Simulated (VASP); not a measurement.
BAs, 2 atoms in the cell. It takes space group F-43m (No. 216, cubic). Conventional cell: a = 4.778 Å, b = 4.778 Å, c = 4.778 Å, α = 90.00°, β = 90.00°, γ = 90.00°. B (site symmetry -43m) is surrounded by 4 As at 2.07 Å. As (site symmetry -43m) is surrounded by 4 B at 2.07 Å. 

* Program: VASP 6.6.1
* Task: dielectric tensor
* Functional: PBEsol
* Potentials or basis: VASP PAW PBE potentials, release 64 (B, As)
* Cutoff: 600 eV
* k mesh: 16 × 16 × 16
* Occupations: gaussian, width 0.03 eV
* Spin: no spin polarisation
* Monkhorst-Pack mesh: yes
* Further INCAR settings: ALGO = Fast; EDIFF = 1e-08

Potentials or basis: VASP PAW PBE potentials, release 64 (B, As).

Run with:

```bash
$ cat potpaw_PBE.64/B/POTCAR potpaw_PBE.64/As/POTCAR > POTCAR
$ mpirun -np 1 vasp_std > vasp.out
```

Hardware: 1 thread of Intel(R) Xeon(R) Platinum 8259CL CPU @ 2.50GHz (Skylake/Cascade Lake), on a shared host.

Task: How long does it take, and how much memory?

Result: It took 31 min on 1 thread of Intel(R) Xeon(R) Platinum 8259CL CPU @ 2.50GHz (Skylake/Cascade Lake), with other jobs on the host, peak memory 1.4 GiB. Counts: scf iterations 99, k points 408.
